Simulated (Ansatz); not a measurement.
**BeTe under changes of volume**

One of the cells (21.254 Å³/atom); the others are scaled copies at fixed shape and fractional positions:

```
Te Be
1.0
     0.00000    2.77000    2.77000
     2.77000    0.00000    2.77000
     2.77000    2.77000    0.00000
Te Be
1 1
Direct
  0.75000 0.75000 0.75000
  0.00000 0.00000 0.00000
```

| Quantity | Value |
| --- | --- |
| Program | Ansatz 0.2.0 |
| Functional | PBE |
| Potentials or basis | SPMS NC |
| Cutoff | 707 eV (not typed: the program's choice for these potentials) |
| k mesh | 8 × 8 × 8 |
| Occupations | fermi-dirac, width 0.05 eV |
| Spin | no spin polarisation |

```tsv
volume (Å³/atom)	energy over the lowest point (meV/atom)	pressure (GPa)	gap on the mesh (eV)
19.979	72.30	9.4	1.70
20.404	49.80	7.6	1.76
20.829	32.00	5.9	1.81
21.254	18.51	4.3	1.87
21.679	8.90	2.9	1.92
22.104	?	?	?
22.529	0.00	0.5	2.01
```

Problem. What does the run at 22.104 Å³/atom give?

Solution. Energy over the lowest point 2.83 meV/atom; pressure 1.7 GPa; gap on the mesh 1.97 eV.

Worked out: A Birch-Murnaghan fit of order 3 (a polynomial in V^(-2/3)) to the other rows has its minimum at 22.72 Å³/atom, just outside them, with B0 = V·E''(V) = 57 GPa and B' = 4.0. It gives 2.84 meV/atom at 22.104 Å³/atom, against the run's 2.83, and -dE/dV = 1.7 GPa, against 1.7. A straight line through the other rows of the gap, of slope 2.59 eV per unit of ln V, gives 1.97 eV, against the run's 1.97.

Energies are extrapolated to zero smearing.

Caveats: spin-orbit coupling is left out, which moves the levels of the heavy elements.

A mesh can miss the band edges.
